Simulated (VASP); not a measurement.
A convergence study with VASP on LiI (rock salt): one setting is varied, all else stays as given below, so the limit is that of these other settings. Each run relaxes cell and ions from the cell shown. The basis is that of the starting cell, so low cut-offs carry a Pulay error.

```yaml
crystal:
  lattice:
    - [0.00000, 3.01000, 3.01000]
    - [3.01000, 0.00000, 3.01000]
    - [3.01000, 3.01000, 0.00000]
  atoms:
    - { symbol: Li, position: [0.00000, 0.00000, 0.00000] }
    - { symbol: I, position: [0.50000, 0.50000, 0.50000] }
```

Method: PBE GGA, VASP's PBE PAW potentials (set 64) (plane waves; VASP). The tightest run used: 700 eV cut-off, 7×7×7 Γ-centred mesh, Gaussian smearing of 0.050 eV, potentials Li_sv I.

Gaps are read on the run's mesh, which can miss a band edge.

Q: The settings run are ENCUT = 250; ENCUT = 300; ENCUT = 350; ENCUT = 400; ENCUT = 450; ENCUT = 500; ENCUT = 600; ENCUT = 650; ENCUT = 700. From which on does the relaxed volume stay within 0.02 Å³/atom of the tightest run?

A: From ENCUT = 500 on: it is off by 0.006 there and by no more than 0.02 in any finer run, while ENCUT = 450 is off by 0.194.
| setting | relaxed volume (Å³/atom) | E (eV/atom) | gap on the mesh (eV) | plane waves | difference judged (Å³/atom) |
|---|---|---|---|---|---|
| ENCUT = 250 | 25.115 | -3.8433 | 4.597 | 531 | 2.128 |
| ENCUT = 300 | 25.306 | -3.2457 | 4.612 | 656 | 1.937 |
| ENCUT = 350 | 25.919 | -3.0118 | 4.610 | 869 | 1.324 |
| ENCUT = 400 | 26.597 | -2.9405 | 4.447 | 999 | 0.646 |
| ENCUT = 450 | 27.048 | -2.9201 | 4.301 | 1243 | 0.194 |
| ENCUT = 500 | 27.248 | -2.9157 | 4.264 | 1411 | 0.006 |
| ENCUT = 600 | 27.243 | -2.9151 | 4.264 | 1841 | 0.001 |
| ENCUT = 650 | 27.238 | -2.9147 | 4.263 | 2085 | 0.004 |
| ENCUT = 700 | 27.243 | -2.9143 | 4.261 | 2309 | 0.000 |

Left out are rungs that failed or repeat a setting and relaxations that didn't move; long series are thinned to 24 rows.

The compound is LiI in the rock salt structure.
